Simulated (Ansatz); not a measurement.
Level of theory: DFT PBE, scalar-relativistic, plane waves, PAW (Ansatz 0.2.0). Settings: cutoff 420 eV, Γ-centred meshes spaced at most about 0.3 Å⁻¹, and about 0.25 Å⁻¹ or finer for metals (2π included), Gaussian smearing. No spin polarisation.

These are static total energies at zero pressure.

Two relaxed structures of MgGe2N3:

A.

```
CELL_PARAMETERS angstrom
4.84060 -2.82866 0.00000
4.84060 2.82866 0.00000
0.00000 0.00000 5.57395
ATOMIC_POSITIONS crystal
Mg 0.66646 0.33354 0.99502
Mg 0.33354 0.66646 0.49502
Ge 0.99963 0.33228 0.50053
Ge 0.00037 0.66772 0.00053
Ge 0.66772 0.00037 0.50053
Ge 0.33228 0.99963 0.00053
N 0.68698 0.31302 0.61303
N 0.02353 0.33226 0.13295
N 0.97647 0.66773 0.63295
N 0.31302 0.68698 0.11303
N 0.66773 0.97647 0.13295
N 0.33226 0.02353 0.63295
```

B.

```
CELL_PARAMETERS angstrom
3.06302 0.00000 0.00000
-1.53151 2.65265 0.00000
0.00000 0.00000 7.58165
ATOMIC_POSITIONS crystal
Mg 0.00000 0.00000 0.00000
Ge 0.33333 0.66667 0.32771
Ge 0.66667 0.33333 0.67229
N 0.66667 0.33333 0.18217
N 0.33333 0.66667 0.81783
N 0.00000 0.00000 0.50000
```

Question: Which would you expect to be lower, and how large is the difference?

Answer: A is lower, by 147 meV/atom. A has Mg and Ge ordered on wurtzite sites, space group Cmc2_1 (No. 36), 12.7 Å³/atom and no gap on its mesh; B has Mg and Ge ordered on rock salt sites, space group P-3m1 (No. 164), 10.3 Å³/atom and no gap. Counting N atoms around Ge and Mg (those within 1.25 times the shortest such distance or 1.15 times the sum of covalent radii, 1.27 where that leaves under three), A has Mg 4, Ge 4 and B has Mg 6, Ge 6. The lower one is the more open, so pressure narrows the difference. In A, around Mg lie 4 N at 2.10–2.14 Å; Ge is surrounded by 4 N at 1.91–2.05 Å; N on a site of symmetry m is surrounded by 2 Ge at 1.91 Å and 2 Mg at 2.10–2.13 Å; 1 more site not described. In B, Mg is surrounded by 6 N at 2.24 Å; Ge is surrounded by 6 N at 2.08–2.20 Å; N on a site of symmetry 3m has 3 Ge at 2.08 Å and 3 Mg at 2.24 Å; 1 more site not described. Both come from invented guesses.

In P-3m1 an odd number of electrons in the primitive cell allows no gap without spin; a larger cell or a magnetic state could open one. Cells relaxed within their symmetry can be saddle points.
